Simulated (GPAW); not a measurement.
Runs of GPAW 26.7.0 on TePb. The structure is cubic, space group Fm-3m (No. 225). Conventional cell: a = 6.462 Å, b = 6.462 Å, c = 6.462 Å, α = 90.00°, β = 90.00°, γ = 90.00°. Around Pb (site symmetry m-3m) lie 6 Te at 3.23 Å. Te (site symmetry m-3m) has 6 Pb at 3.23 Å as nearest neighbours. 

```tsv
task	level	potentials or basis	spin	cell	k mesh	cutoff (eV)	maxiter	band path	band points	spin axis theta (degrees)	spin axis phi (degrees)	other keys	gap on the mesh (eV)	pressure (GPa)	relaxed volume (Å³/atom)
band structure	WC	PAW data sets generated in the run's folder for this functional, pw	SOC, no magnetisation	as given	6 × 6 × 6	600	150	GXWKGLUWLK,UX	60	0	0	-	0.17	(b)	-
band structure	LDA	the program's PAW data sets (release 1.2.1) made for this functional, pw	SOC, no magnetisation	as given	6 × 6 × 6	600	150	GXWKGLUWLK,UX	100	0	0	-	(c)	-2.0	-
relaxation of cell and atoms	PBEsol+D3	PAW data sets generated in the run's folder for this functional, pw	off	relaxed	7 × 7 × 7	600	150	-	-	-	-	-	-	0.1	32.50
single point	PBE	GPAW PAW data sets (gpaw-data 1.2.1), pw	off	as given	6 × 6 × 6	1200	100	-	-	-	-	several, not listed	0.69	(a)	-
band structure	vdW-DF-cx	GPAW PAW data sets (gpaw-data 1.2.1), pw	SOC, no magnetisation	as given	6 × 6 × 6	600	150	GXWKGLUWLK,UX	80	0	0	-	0.18	-	-
relaxation of cell and atoms	PBEsol+D3(BJ)	PAW data sets generated in the run's folder for this functional, pw	off	relaxed	7 × 7 × 7	600	150	-	-	-	-	-	-	0.0	31.78
relaxation of cell and atoms	PBEsol+D4	PAW data sets generated in the run's folder for this functional, pw	off	relaxed	7 × 7 × 7	600	150	-	-	-	-	-	-	0.0	32.37
relaxation of cell and atoms	PBEsol+D3(BJ)+ATM	PAW data sets generated in the run's folder for this functional, pw	off	relaxed	7 × 7 × 7	600	150	-	-	-	-	-	-	0.0	31.90
relaxation of cell and atoms	PBEsol	PAW data sets generated in the run's folder for this functional, pw	off	relaxed	7 × 7 × 7	600	150	-	-	-	-	-	-	0.0	33.18
```

Alike in all rows: smearing fermi-dirac 0.05 eV.

Task: Fill in the values left out.

Result: (a) 1.9; (b) -0.6; (c) 0.16.

Caveats: later steps reuse the first step's grids (some runs); spin-orbit coupling was added after a scalar SCF, so levels and gaps hold it while energy, forces, pressure and moments don't (some runs); this program's spin-orbit splittings come out too wide for heavy elements (some runs); spin-orbit coupling is left out, which as a rule narrows the gap of such compounds by several tenths of an eV (some runs); the PAW data sets were made with another functional, which shifts forces and pressure a little (some runs).

A k mesh can miss the band edges, and rows without SOC leave out spin-orbit coupling on Pb, Te.
